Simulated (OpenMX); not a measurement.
The system is SiNi.

```
Ni Si
1.0
     2.94277    0.00000    0.00000
     0.00000    3.28033    0.00000
     0.00000    0.00000    4.67745
Ni Si
2 2
Cartesian
  1.4714 1.6402 1.6020
  0.0000 0.0000 3.0754
  1.4714 1.6402 3.9438
  0.0000 0.0000 0.7337
```

The cell is a database's computed one.

| Item | Value |
| --- | --- |
| Program | OpenMX 3.8.5 |
| Task | single point |
| Functional | PBE |
| Potentials or basis | OpenMX 2013 PBE set, Ni6.0H-s3p2d2, Si7.0-s2p2d1, grid cutoff 500 Ry |
| k mesh | 9 × 9 × 7 |
| Occupations | fermi-dirac, width 0.05 eV |
| Spin | collinear spin, ferromagnetic start |
| Starting moments | [1.0, 1.0, 0.0, 0.0] μB |

On this cell: pressure 10.2 GPa; largest force 0.142 eV/Å; net moment 0.00 μB per cell; band gap on the k mesh none (metal or under the smearing width).

The same run follows on a disturbed copy (atoms moved at random, drawn with an rms of 0.05 Å):

```
CELL_PARAMETERS angstrom
2.94277 0.00000 0.00000
0.00000 3.28033 0.00000
0.00000 0.00000 4.67745
ATOMIC_POSITIONS crystal
Ni 0.49231 0.49907 0.33863
Ni 0.99697 0.99110 0.65411
Si 0.50116 0.50926 0.84485
Si 0.99226 0.00146 0.15428
```

Question: What does the disturbed cell give?

Answer: The energy (extrapolated to zero smearing) moves by +4.0 meV/atom; pressure 10.2 GPa; largest force 0.462 eV/Å; net moment 0.00 μB per cell; band gap on the k mesh none (metal or under the smearing width).

Forces on the atoms (eV/Å):
```
Ni   0.065 -0.046  0.339
Ni   0.010  0.439 -0.026
Si  -0.103 -0.399 -0.209
Si   0.046  0.017 -0.109
```

Caveats: the basis of atomic orbitals isn't converged, which shifts pressures, moduli and gaps.
